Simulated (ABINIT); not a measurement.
Crystal: BN.

```xyz
4
Lattice="2.5539 0.0000 0.0000 -1.2770 2.2118 0.0000 0.0000 0.0000 4.2269" Properties=species:S:1:pos:R:3 pbc="T T T"
N     0.0000    1.4745    0.5295
N     1.2770    0.7373    2.6430
B     0.0000    1.4745    2.1123
B     1.2770    0.7373    4.2257
```

Measurements of this composition are mostly on another form, of space group No. 194.

Base run:

```yaml
Program: ABINIT 10.8.3 (patched build)
Functional: PBEsol
Potentials_or_basis: JTH PAW PBE v2.0
Cutoff: 707 eV
k_mesh: 12 × 12 × 6
Occupations: fermi-dirac, width 0.05 eV
Spin: no spin polarisation
```

Its results: band gap on the k mesh 4.96 eV, indirect (least direct gap 8.13 eV); pressure -5.7 GPa; largest force 0.011 eV/Å.

Problem. The run is repeated on the same cell with these changes: functional from PBEsol to r2SCAN; cutoff from 707 eV to 844 eV; fine-grid cutoff from 1306.15 eV to 1442.2 eV. What comes out?

Solution. Band gap on the k mesh 5.71 eV, indirect (least direct gap 8.89 eV); pressure -2.3 GPa; largest force 0.045 eV/Å.

Caveats: the PAW data sets were made with another functional, which shifts forces and pressure a little.
